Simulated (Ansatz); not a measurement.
## Molecular dynamics of Si16O

Input:

```yaml
crystal:
  lattice:
    - [0.0, 5.43, 5.43]
    - [5.43, 0.0, 5.43]
    - [5.43, 5.43, 0.0]
  atoms:
    - { symbol: Si, position: [-0.03257505, 0.01202941, 0.03176238] }
    - { symbol: Si, position: [0.03097582, 0.1513846, 0.188313] }
    - { symbol: Si, position: [0.03812343, -0.00379321, 0.5196677] }
    - { symbol: Si, position: [0.13030951, 0.1475891, 0.64468002] }
    - { symbol: Si, position: [0.05482349, 0.50155054, -0.02043822] }
    - { symbol: Si, position: [0.2101295, 0.61687136, 0.0973448] }
    - { symbol: Si, position: [0.00522806, 0.51491617, 0.4939327] }
    - { symbol: Si, position: [0.16168498, 0.62487125, 0.60479784] }
    - { symbol: Si, position: [0.4327557, 0.05232554, -0.01913074] }
    - { symbol: Si, position: [0.593521, 0.14866703, 0.11232944] }
    - { symbol: Si, position: [0.50378692, -0.01231745, 0.50149738] }
    - { symbol: Si, position: [0.64359101, 0.11913502, 0.58587878] }
    - { symbol: Si, position: [0.55993202, 0.50739581, -0.03002344] }
    - { symbol: Si, position: [0.5860637, 0.67287708, 0.10910906] }
    - { symbol: Si, position: [0.51445163, 0.49415016, 0.47911206] }
    - { symbol: Si, position: [0.61476933, 0.63091478, 0.62102447] }
    - { symbol: O, position: [0.83560715, 0.68722659, 0.9666713], spin: 1.0 }
magnetization:
  spin_polarized: true
basis:
  ecutwfc: 420.0
kpoints:
  mp_grid: { grid: [2, 2, 2] }
hamiltonian:
  xc: pbesol
  pseudopotentials: { kind: paw, azcp: { folder: soft_1 } }
scf:
  occupations: { method: fermi_dirac, width: 0.05 }
  lower_state_search: "off"
  max_iter: 82
md:
  timestep: 6.0
  n_steps: 90
  ensemble: nvt_langevin
  temperature: 2100.0
  initial_velocities: maxwell_boltzmann
  seed: 679078
  friction: 0.05
```

Run as:

```bash
$ ansatz run input.yaml --threads 1 --pin off --max-ram 3072MiB --backend cpu --events-out ev --progress --plain --runs-dir out
```

It goes on from the last frame of an earlier run, with new velocities.

Output, in part (warnings, step lines):

```
WARN: the starting moments were not kept: the SCF closed with an absolute magnetisation of 1.8e-5 μB, where they sum to 1 μB in size (1 site). That is at most 0.1 of that sum. Measured as dr2_m measures the in/out step, that magnetisation stands 7.3e-12 eV from none, at or under the dr2_threshold …
md step     0: t =     0.00 fs  T =  1976.5 K  F+E_penalty+E_count = -10500.87842222 eV  E_kin = 4.343136 eV  (15 SCF iters)
md step     1: t =     6.00 fs  T =  1954.0 K  F+E_penalty+E_count = -10500.19308907 eV  E_kin = 4.293808 eV  (8 SCF iters)
md step     2: t =    12.00 fs  T =  2247.5 K  F+E_penalty+E_count = -10499.50957571 eV  E_kin = 4.938781 eV  (8 SCF iters)
md step     3: t =    18.00 fs  T =  2120.3 K  F+E_penalty+E_count = -10498.74116256 eV  E_kin = 4.659272 eV  (8 SCF iters)
md step     4: t =    24.00 fs  T =  2460.0 K  F+E_penalty+E_count = -10498.70568020 eV  E_kin = 5.405733 eV  (8 SCF iters)
md step     5: t =    30.00 fs  T =  2355.0 K  F+E_penalty+E_count = -10499.20732477 eV  E_kin = 5.175026 eV  (8 SCF iters)
md step     6: t =    36.00 fs  T =  2094.0 K  F+E_penalty+E_count = -10499.55172764 eV  E_kin = 4.601496 eV  (8 SCF iters)
md step     7: t =    42.00 fs  T =  2180.5 K  F+E_penalty+E_count = -10499.04844026 eV  E_kin = 4.791446 eV  (8 SCF iters)
[... lines left out ...]
md step    90: t =   540.00 fs  T =  1368.6 K  F+E_penalty+E_count = -10496.77047757 eV  E_kin = 3.007324 eV  (9 SCF iters)
```

The steps, from the saved trajectory:

```tsv
time (fs)	T (K)	potential energy less start (eV)
0.0	1976	0.000
18.0	2120	2.137
36.0	2094	1.327
54.0	1599	4.268
72.0	3296	2.223
90.0	1779	3.151
108.0	1995	2.087
126.0	1546	2.555
144.0	2261	0.811
162.0	2036	1.342
180.0	1633	1.146
198.0	2066	0.389
216.0	1318	1.577
234.0	1532	2.602
252.0	1343	2.220
270.0	2002	2.448
288.0	2662	2.520
306.0	2139	3.152
324.0	1853	2.912
342.0	1895	4.718
360.0	2132	3.745
378.0	1990	2.478
396.0	2043	2.385
414.0	2737	2.717
432.0	2779	2.117
450.0	1903	2.982
468.0	2023	3.298
486.0	1783	4.517
504.0	2258	4.305
522.0	2903	3.983
540.0	1369	4.108
```

All steps were run. A run of 0.54 ps of so small a system gives no equilibrium averages. Limits of this set-up: coarse k mesh, PAW files made for another functional.

Mean squared displacements from the first frame to the last, about the centre of mass: Si 0.51 Å², O 5.12 Å².

Last frame:

```xyz
17
Lattice="0.0000 5.4300 5.4300 5.4300 0.0000 5.4300 5.4300 5.4300 0.0000" Properties=species:S:1:pos:R:3
Si 0.116 -0.186 1.298
Si 1.329 1.644 2.161
Si 2.456 2.897 0.077
Si 3.499 3.866 1.600
Si 3.336 0.273 3.067
Si 4.471 2.175 5.247
Si 5.119 3.167 3.125
Si 7.093 4.218 3.840
Si -0.719 2.617 3.013
Si 0.729 4.532 4.504
Si 2.388 5.507 2.682
Si 3.500 6.497 4.416
Si 2.300 3.113 5.591
Si 3.625 4.028 6.970
Si 5.142 5.360 5.463
Si 6.394 6.787 6.856
O 9.888 11.800 9.356
```

Time of the run: 23 min on 1 thread of Arm Neoverse V2 (shared host), peak memory 0.68 GiB.
